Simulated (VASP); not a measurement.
# CdF$_{2}$ in VASP 6.6.1, single-point calculation

INCAR

```
NBANDS = 20
PREC = Accurate
LREAL = .FALSE.
ENCUT = 520
ISIF = 2
LASPH = .TRUE.
EDIFF = 1E-7
SIGMA = 0.2
ISMEAR = 1
LCHARG = .FALSE.
NSW = 0
NELM = 78
GGA = PE
LWAVE = .FALSE.
IBRION = -1
```

KPOINTS

```
KPOINTS created by Atomic Simulation Environment
0
Gamma
8 8 8
0 0 0
```

POSCAR

```
Cd F
 1.0000000000000000
     0.0000000000000000    2.6268232390000001    2.6268232390000001
     2.6268232390000001    0.0000000000000000    2.6268232390000001
     2.6268232390000001    2.6268232390000001    0.0000000000000000
 Cd  F
   1   2
Cartesian
  0.0000000000000000  0.0000000000000000  0.0000000000000000
  1.3134116194999998  1.3134116194999998  1.3134116194999998
  3.9402348585000002  3.9402348585000002  3.9402348585000002
```

The recommended PBE PAW datasets give the neutral cell 26 valence electrons.

Command

```
mpirun -np 1 vasp_std
```

OSZICAR

```
N       E                     dE             d eps       ncg     rms          rms(c)
DAV:   1     0.203971345406E+03    0.20397E+03   -0.15794E+04  1192   0.134E+03
DAV:   2    -0.341674167735E+01   -0.20739E+03   -0.19996E+03  1268   0.354E+02
DAV:   3    -0.122266115538E+02   -0.88099E+01   -0.87861E+01  1332   0.794E+01
DAV:   4    -0.122660375615E+02   -0.39426E-01   -0.39424E-01  1248   0.538E+00
DAV:   5    -0.122661748897E+02   -0.13733E-03   -0.13733E-03  1308   0.286E-01    0.115E+01
DAV:   6    -0.106104743197E+02    0.16557E+01   -0.37196E+00  1448   0.352E+01    0.858E+00
DAV:   7    -0.106549187157E+02   -0.44444E-01   -0.83615E-01  1184   0.841E+00    0.485E+00
DAV:   8    -0.106509152564E+02    0.40035E-02   -0.10234E-01  1188   0.330E+00    0.675E-01
DAV:   9    -0.106445543026E+02    0.63610E-02   -0.23067E-02  1416   0.215E+00    0.778E-02
DAV:  10    -0.106451425822E+02   -0.58828E-03   -0.27030E-03  1188   0.442E-01    0.872E-02
DAV:  11    -0.106452216701E+02   -0.79088E-04   -0.55064E-05  1252   0.683E-02    0.299E-02
DAV:  12    -0.106452350089E+02   -0.13339E-04   -0.29099E-05  1208   0.480E-02    0.879E-03
DAV:  13    -0.106452366478E+02   -0.16389E-05   -0.66410E-06  1236   0.261E-02    0.650E-03
DAV:  14    -0.106452363163E+02    0.33150E-06   -0.89293E-07  1312   0.137E-02    0.151E-03
DAV:  15    -0.106452363426E+02   -0.26264E-07   -0.53125E-08   964   0.227E-03
   1 F= -.10645236E+02 E0= -.10649682E+02  d E =0.133364E-01
```

From OUTCAR

```
k-points           NKPTS =     29   k-points in BZ     NKDIM =     29   number of bands    NBANDS=     20

   NELECT =      26.0000    total number of electrons

   dimension x,y,z NGX =    28 NGY =   28 NGZ =   28
   dimension x,y,z NGXF=    56 NGYF=   56 NGZF=   56

  energy-cutoff  :      520.00
  volume of cell :       36.25
      direct lattice vectors                 reciprocal lattice vectors
     0.000000000  2.626823239  2.626823239    -0.190343984  0.190343984  0.190343984
     2.626823239  0.000000000  2.626823239     0.190343984 -0.190343984  0.190343984
     2.626823239  2.626823239  0.000000000     0.190343984  0.190343984 -0.190343984

 k-points in reciprocal lattice and weights: KPOINTS created by Atomic Simulation Env
   0.00000000  0.00000000  0.00000000       0.002
   0.12500000  0.00000000  0.00000000       0.016
   0.25000000  0.00000000  0.00000000       0.016
   0.37500000  0.00000000  0.00000000       0.016
   0.50000000  0.00000000  0.00000000       0.008
   0.12500000  0.12500000  0.00000000       0.012
   0.25000000  0.12500000  0.00000000       0.047
   0.37500000  0.12500000  0.00000000       0.047
   ...

 E-fermi :  -0.6729

 k-point     1 :       0.0000    0.0000    0.0000
  band No.  band energies     occupation
      1     -21.9707      2.00000
      2     -20.6356      2.00000
      3      -6.6002      2.00000
      4      -6.6002      2.00000
      5      -6.6002      2.00000
      6      -5.0257      2.00000
      7      -5.0257      2.00000
      8      -1.8866      2.00000
      9      -1.8866      2.00000
     10      -1.8866      2.00000
     11      -1.0911      2.01178
     12      -1.0911      2.01179
     13      -1.0911      2.01179
     14       2.6404     -0.00000
     15      12.3527      0.00000
     16      12.3527      0.00000
     17      12.3527      0.00000
     18      17.6342      0.00000
     19      19.7438      0.00000
     20      19.7438      0.00000

 k-point     2 :       0.1250    0.0000    0.0000
  band No.  band energies     occupation
      1     -21.9112      2.00000
      2     -20.6910      2.00000
      3      -6.5293      2.00000
      4      -6.5293      2.00000
      5      -6.4012      2.00000
      6      -5.0531      2.00000
      7      -5.0531      2.00000
      8      -2.3705      2.00000
      9      -1.9789      2.00000
     10      -1.9789      2.00000
     11      -1.2467      2.00038
     12      -1.1023      2.00967
     13      -1.1023      2.00967
     14       3.2481     -0.00000
     15      11.6323      0.00000
     16      12.6158      0.00000
     17      12.6158      0.00000
     18      18.7098      0.00000
     19      19.3623      0.00000
     20      19.3623      0.00000

 k-point     3 :       0.2500    0.0000    0.0000
  band No.  band energies     occupation
      1     -21.7487      2.00000
      2     -20.8384      2.00000
      3      -6.3627      2.00000
      4      -6.3627      2.00000
      5      -5.8599      2.00000
      6      -5.0802      2.00000
      7      -5.0802      2.00000
      8      -3.1664      2.00000
      9      -2.2711      2.00000
     10      -2.2711      2.00000
     11      -1.8590      2.00000
     12      -1.0923      2.01154
     13      -1.0923      2.01154
     14       4.6280      0.00000
     15      10.4464      0.00000
     16      13.3033      0.00000
     17      13.3033      0.00000
     18      18.7027      0.00000
     19      18.7027      0.00000
     20      19.7102      0.00000

 ...

  Total        3.9363331      3.9363331      3.9363331     -0.0000000      0.0000000      0.0000000
  in kB      173.9722107    173.9722107    173.9722107     -0.0000000      0.0000000      0.0000000
  external PRESSURE =     173.9722107 kB  Pullay stress =       0.0000000 kB

 POSITION                                       TOTAL-FORCE (eV/Angst)
 -----------------------------------------------------------------------------------
      0.00000      0.00000      0.00000         0.000000      0.000000      0.000000
      1.31341      1.31341      1.31341        -0.000000     -0.000000      0.000000
      3.94023      3.94023      3.94023        -0.000000      0.000000     -0.000000
 -----------------------------------------------------------------------------------
    total drift:                                0.000000      0.000000      0.000000

  FREE ENERGIE OF THE ION-ELECTRON SYSTEM (eV)
  ---------------------------------------------------
  free  energy   TOTEN  =       -10.6452363426 eV

  energy  without entropy=      -10.6585727623  energy(sigma->0) =      -10.64968182
```

It converged. Results: gap between bands v and c on the k mesh 3.34 eV; least direct gap on the k mesh 3.73 eV; pressure 17.4 GPa. Band v is the last that the valence electrons fill when counted band by band, and c is the next.

For comparison, a separate PBE run of the intended cell, on usual settings and not on those above, gives a gap of 3.34 eV on its mesh and a pressure of 17.3 GPa.

The run above took about 18 s on one core of a shared host (Intel Xeon Platinum 8488C) and held 0.16 GiB at most.
